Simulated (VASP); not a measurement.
**HfB2 under changes of volume**

One of the cells (9.854 Å³/atom); the others are scaled copies at fixed shape and fractional positions:

```xyz
3
Lattice="3.1362 0.0000 0.0000 -1.5681 2.7160 0.0000 0.0000 0.0000 3.4707" Properties=species:S:1:pos:R:3 pbc="T T T"
Hf   -1.5681    2.7160    0.0000
B     1.5681    0.9053    1.7353
B     0.0000    1.8107    1.7353
```

```yaml
Program: VASP 6.6.1
Functional: r2SCAN
Potentials_or_basis: VASP PAW PBE potentials, release 64 (Hf_pv, B)
Cutoff: 520 eV
k_mesh: 8 × 8 × 8
Occupations: fermi-dirac, width 0.05 eV
Spin: no spin polarisation
```

```csv
volume (Å³/atom),energy over the lowest point (meV/atom),pressure (GPa)
9.460,14.12,11.6
9.657,3.50,5.5
9.854,0.00,0.0
10.051,?,?
10.249,11.78,-9.5
```

**Question.** What does the run at 10.051 Å³/atom give?

**Answer.** Energy over the lowest point 2.96 meV/atom; pressure -5.0 GPa.

Worked out: A Birch-Murnaghan fit of order 2 (a polynomial in V^(-2/3)) to the other rows has its minimum at 9.86 Å³/atom with B0 = V·E''(V) = 261 GPa at fixed shape and positions, which overstates the stiffness. It gives 2.95 meV/atom at 10.051 Å³/atom, against the run's 2.96, and -dE/dV = -4.8 GPa, against -5.0.

Energies are extrapolated to zero smearing.

Caveats: the PAW data sets were made with another functional, which shifts forces and pressure a little.
